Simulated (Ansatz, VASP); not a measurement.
## C, level by level in two programs

```
C
1.0
     0.00000    1.77140    1.77140
     1.77140    0.00000    1.77140
     1.77140    1.77140    0.00000
C
2
Cartesian
  2.6571 2.6571 2.6571
  1.7714 1.7714 1.7714
```

This isn't the form of C at room conditions, which is graphite.

Single points on this cell with VASP 6.6.1 and Ansatz 0.2.0. Each row is one pair of runs. Alike in all rows: spin: off; k mesh: 13 × 13 × 13; smearing: fermi-dirac, width 0.05 eV; VASP's potentials, cutoff: VASP PAW PBE potentials, release 64 (C), 520 eV.

```tsv
level	Ansatz's potentials, cutoff	gap on the k mesh at the Fermi level (eV), VASP	gap on the k mesh at the Fermi level (eV), Ansatz	least direct gap on the mesh (eV), VASP	least direct gap on the mesh (eV), Ansatz	pressure (GPa), VASP	pressure (GPa), Ansatz
PBEsol	Ansatz PAW, 420 eV	?	4.06	?	5.60	?	4.3
r2SCAN	Ansatz PAW, 500 eV	4.38	4.41	5.89	5.94	8.0	6.8
RPBE	Ansatz PAW, 420 eV	4.18	4.19	5.65	5.66	17.9	17.3
revPBE+D3(BJ)	Ansatz PAW, 420 eV	4.18	4.19	5.65	5.66	5.0	4.3
BLYP+D4	Ansatz PAW, 420 eV	4.52	4.52	5.80	5.79	10.2	9.3
```

Problem. Fill in what VASP gave in row 1.

Solution. gap on the k mesh at the Fermi level (eV): 4.06; least direct gap on the mesh (eV): 5.59; pressure (GPa): 5.4.

Caveats: the PAW data sets were made with another functional, which shifts forces and pressure a little (VASP); an odd mesh through Γ misses points on the zone boundary, where band edges often lie (VASP); so large a pressure means that the cell lies far from this level's equilibrium, or that cutoff or potentials fall short (VASP); the potentials were made for another functional, which shifts forces and pressure (VASP); odd divisions of the mesh miss points on the zone boundary, where band edges often lie, so the gap on the mesh can be too wide (Ansatz); the pressure holds a Pulay correction of +1.0 GPa for the finite cutoff (Ansatz); the PAW data sets come from PBE, with cores solved anew for the run's functional, which leaves a small shift of forces and pressure (Ansatz).
